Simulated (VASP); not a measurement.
# H (I4/mmm) in VASP: notebook

Runs on H. Level: PBE. Tasks: single point.

All numbers are computed with VASP 6.6.1; they aren't measurements. Logs are shortened: lines on timing, memory, paths and dates and some standing lists are left out, and cuts for length are marked.

## (1) Starting point

It takes space group I4/mmm (No. 139, tetragonal). Conventional cell: a = 3.383 Å, b = 3.383 Å, c = 4.117 Å, α = 90.00°, β = 90.00°, γ = 90.00°. H (site symmetry 4mm) is surrounded by 1 H at 0.74 Å.

## (2) Single point, PBE

INCAR reads:

```
SYSTEM = H
  PREC = Accurate
  ENCUT = 250
  EDIFF = 1E-6
  ISMEAR = 0
  SIGMA = 0.05
  LREAL = .FALSE.
  LASPH = .TRUE.
  NELM = 100
  ALGO = Normal
  ISIF = 2
  LWAVE = .FALSE.
  LCHARG = .FALSE.
  GGA = PE
  ADDGRID = .FALSE.
```

KPOINTS reads:

```
Automatic mesh
0
G
  3 3 3
  0 0 0
```

POSCAR reads:

```
H
1.0
   -1.6915344700      1.6915344700      2.0584739900
    1.6915344700     -1.6915344700      2.0584739900
    1.6915344700      1.6915344700     -2.0584739900
H
2
Direct
    0.0901377100      0.0901377100      0.0000000000
    0.9098622900      0.9098622900      0.0000000000
```

Potentials or basis: VASP PAW PBE potentials, release 64 (H).

Launch:

```sh
> cat potpaw_PBE.64/H/POTCAR > POTCAR
> mpirun -np 1 vasp_std > vasp.out
```

OUTCAR:

```text
SYSTEM = H
   PREC = Accurate
   ENCUT = 250
   EDIFF = 1E-6
   ISMEAR = 0
   LREAL = .FALSE.
   LASPH = .TRUE.
   NELM = 100
   ISIF = 2
   GGA = PE

 Found      6 irreducible k-points:

 Following reciprocal coordinates:
            Coordinates               Weight
  0.000000  0.000000  0.000000      1.000000
  0.333333 -0.000000  0.000000      8.000000
  0.333333  0.333333  0.000000      8.000000
 -0.333333  0.333333  0.000000      4.000000
 -0.333333  0.333333  0.333333      4.000000
 -0.333333 -0.333333  0.333333      2.000000
   k-points           NKPTS =      6   k-points in BZ     NKDIM =      6   number of bands    NBANDS=      5
   number of dos      NEDOS =    301   number of ions     NIONS =      2
   total plane-waves  NPLWV =   4096
   dimension x,y,z NGX =    16 NGY =   16 NGZ =   16
   dimension x,y,z NGXF=    32 NGYF=   32 NGZF=   32
   ions per type =               2
   NGX,Y,Z   is equivalent  to a cutoff of   8.43,  8.43,  8.43 a.u.
   NGXF,Y,Z  is equivalent  to a cutoff of  16.86, 16.86, 16.86 a.u.
 SYSTEM =  H
   PREC   = accura    normal or accurate (medium, high low for compatibility)
   ISTART =      0    job   : 0-new  1-cont  2-samecut
   ICHARG =      2    charge: 1-file 2-atom 10-const
   ISPIN  =      1    spin polarized calculation?
   LNONCOLLINEAR =      F non collinear calculations
   LSORBIT =      F    spin-orbit coupling
   LASPH  =      T    aspherical Exc in radial PAW
   ENCUT  =  250.0 eV  18.37 Ry    4.29 a.u.   4.07  4.07  4.07*2*pi/ulx,y,z
   NELM   =    100;   NELMIN=  2; NELMDL= -5     # of ELM steps
   EDIFF  = 0.1E-05   stopping-criterion for ELM
   LREAL  =      F    real-space projection
   EDIFFG = 0.1E-04   stopping-criterion for IOM
   NSW    =      0    number of steps for IOM
   IBRION =     -1    ionic relax: 0-MD 1-quasi-New 2-CG
   NFREE  =      0    steps in history (QN), initial steepest desc. (CG)
   ISIF   =      2    stress and relaxation
   ISYM   =      2    0-nonsym 1-usesym 2-fastsym
   POTIM  = 0.5000    time-step for ionic-motion
   TEBEG  =    0.0;   TEEND  =   0.0 temperature during run
   PSTRESS=    0.0 pullay stress
   NELECT =       2.0000    total number of electrons
   NUPDOWN=      -1.0000    fix difference up-down
   EMIN   =  10.00;   EMAX   =-10.00  energy-range for DOS
   EFERMI =   0.00;   METHOD = LEGACY
   ISMEAR =     0;   SIGMA  =   0.05  broadening in eV -4-tet -1-fermi 0-gaus
   EFERMI_NEDOS =   21; number of points for ismear=-14 and -15
   IALGO  =     38    algorithm
   IMIX   =      4    mixing-type and parameters
     AMIX     =   0.40;   BMIX     =  1.00
     AMIX_MAG =   1.60;   BMIX_MAG =  1.00
  volume/ion in A,a.u.               =      11.78        79.49
  Fermi-wavevector in a.u.,A,eV,Ry     =   0.719497  1.359653  7.043413  0.517676
  Thomas-Fermi vector in A             =   1.808708
   LORBIT       =      0    0 simple, 1 ext, 2 COOP (PROOUT), +10 PAW based schemes
   GGA     = PE    functional components
   LHFCALC =     F    Hartree Fock is set to
   AEXX    =    0.0000 exact exchange contribution
   IVDW    =     0    specifies the selected vdW correction
   LEPSILON=     F    determine dielectric tensor
   LRPA    =     F    only Hartree local field effects (RPA)
 non-spin polarized calculation
 Gauss-broadening in eV      SIGMA  =   0.05
  energy-cutoff  :      250.00
  volume of cell :       23.56
 maximum number of plane-waves:       221
   NGX =  9   NGY =  9   NGZ =  9

 number of electron       2.0000004 magnetization

 Free energy of the ion-electron system (eV)
  ---------------------------------------------------
  ext. energy  EPLUGINS =         0.00000000
  ---------------------------------------------------
  free energy    TOTEN  =        -6.70773206 eV

  energy without entropy =       -6.70773206  energy(sigma->0) =       -6.70773206

 E-fermi :  -8.2697     XC(G=0):  -5.3700

 val. band max:       -8.4943290703   @ k =  -0.3333   0.3333   0.3333
 cond. band min:       1.7265611960   @ k =  -0.3333  -0.3333   0.3333
 fundamental gap:     10.2208902663
 Fermi energy:        -8.2697314147

 k-point     1 :       0.0000    0.0000    0.0000
  band No.  band energies     occupation
      1     -10.4983      2.00000
      2       5.4718      0.00000
      3       8.9761      0.00000
      4      15.3781      0.00000
      5      15.3781      0.00000

 k-point     2 :       0.3333   -0.0000    0.0000
  band No.  band energies     occupation
      1      -9.3907      2.00000
      2       1.8602      0.00000
      3       9.2878      0.00000
      4      10.9023      0.00000
      5      12.5810      0.00000

 k-point     3 :       0.3333    0.3333    0.0000
  band No.  band energies     occupation
      1      -8.6097      2.00000
      2       2.2137      0.00000
      3       4.2285      0.00000
      4       9.3655      0.00000
      5      11.3706      0.00000

 k-point     4 :      -0.3333    0.3333    0.0000
  band No.  band energies     occupation
      1      -9.2344      2.00000
      2       3.2095      0.00000
      3       6.4711      0.00000
      4       9.8015      0.00000
      5      11.5226      0.00000

 k-point     5 :      -0.3333    0.3333    0.3333
  band No.  band energies     occupation
      1      -8.4943      2.00000
      2       3.2542      0.00000
      3       3.7686      0.00000
      4       9.3813      0.00000
      5       9.6739      0.00000

 k-point     6 :      -0.3333   -0.3333    0.3333
  band No.  band energies     occupation
      1      -8.7554      2.00000
      2       1.7266      0.00000
      3       8.9478      0.00000
      4       8.9478      0.00000
      5      10.8849      0.00000

------------------------ aborting loop because EDIFF is reached ----------------------------------------

  FORCE on cell =-STRESS in cart. coord.  units (eV):
  Direction    XX          YY          ZZ          XY          YZ          ZX
  --------------------------------------------------------------------------------------
  -------------------------------------------------------------------------------------
  Total       -0.5201615     -0.5201615     -0.1987178      0.0000000     -0.0000000      0.0000000
  in kB      -35.3737978    -35.3737978    -13.5138838      0.0000000     -0.0000000      0.0000000
  external PRESSURE =     -28.0871598 kB  Pullay stress =       0.0000000 kB

 VOLUME and BASIS-vectors are now :
 -----------------------------------------------------------------------------
  energy-cutoff  :      250.00
  volume of cell :       23.56
      direct lattice vectors                 reciprocal lattice vectors
    -1.691534470  1.691534470  2.058473990     0.000000000  0.295589602  0.242898381
     1.691534470 -1.691534470  2.058473990     0.295589602  0.000000000  0.242898381
     1.691534470  1.691534470 -2.058473990     0.295589602  0.295589602  0.000000000

 POSITION                                       TOTAL-FORCE (eV/Angst)
 -----------------------------------------------------------------------------------
      0.00000      0.00000      0.37109        -0.000000     -0.000000      0.270941
      0.00000      0.00000      3.74586         0.000000      0.000000     -0.270941
 -----------------------------------------------------------------------------------
    total drift:                                0.000000     -0.000000      0.000000

  FREE ENERGIE OF THE ION-ELECTRON SYSTEM (eV)
  ---------------------------------------------------
  free  energy   TOTEN  =        -6.7077320595 eV

  energy  without entropy=       -6.7077320595  energy(sigma->0) =       -6.70773206
```

Run time: 1.2 s. Hardware: 1 thread of Intel Xeon Platinum 8488C (Sapphire Rapids), shared host; peak memory 0.1 GiB.

These settings aren't checked as converged: the numbers below hold their error.

Results:

```yaml
Free_energy: -6.7077 eV
Largest_force: 0.271 eV/Å
Band_gap_on_the_k_mesh: 10.22 eV, indirect (least direct gap 10.48 eV)
```

Caveat: the k mesh is coarse (spacing up to 0.88 Å⁻¹), so the values aren't converged; the cutoff is under 1.25 times the usual one of these potentials, so pressure, stress and relaxed cells hold a basis-set (Pulay) error; an odd mesh through Γ misses points on the zone boundary, where band edges often lie.

## (3) Single point, PBE

INCAR is that of step 2.

KPOINTS is that of step 2.

POSCAR reads:

```
H
1.0
   -1.6915344700      1.6915344700      2.0584739900
    1.6915344700     -1.6915344700      2.0584739900
    1.6915344700      1.6915344700     -2.0584739900
H
2
Direct
    0.0961830000      0.0949540000      0.0224580000
    0.9170920000      0.8909110000      0.0100700000
```

Potentials or basis: VASP PAW PBE potentials, release 64 (H).

Launch:

```sh
> cat potpaw_PBE.64/H/POTCAR > POTCAR
> mpirun -np 1 vasp_std > vasp.out
```

Wall time 1.2 s (1 thread of Intel Xeon Platinum 8488C (Sapphire Rapids), shared host); peak memory 0.1 GiB.

The run converged, but some of its settings lie outside the range that counts as converged, so its numbers aren't taken as properties of the crystal.

Results:

| Item | Value |
| --- | --- |
| Free energy | -6.7045 eV |
| Largest force | 0.506 eV/Å |
| Band gap on the k mesh | 9.97 eV, indirect (least direct gap 10.24 eV) |

Caveat: the k mesh is coarse (spacing up to 0.88 Å⁻¹), so the values aren't converged; the cutoff is under 1.25 times the usual one of these potentials, so pressure, stress and relaxed cells hold a basis-set (Pulay) error; an odd mesh through Γ misses points on the zone boundary, where band edges often lie.
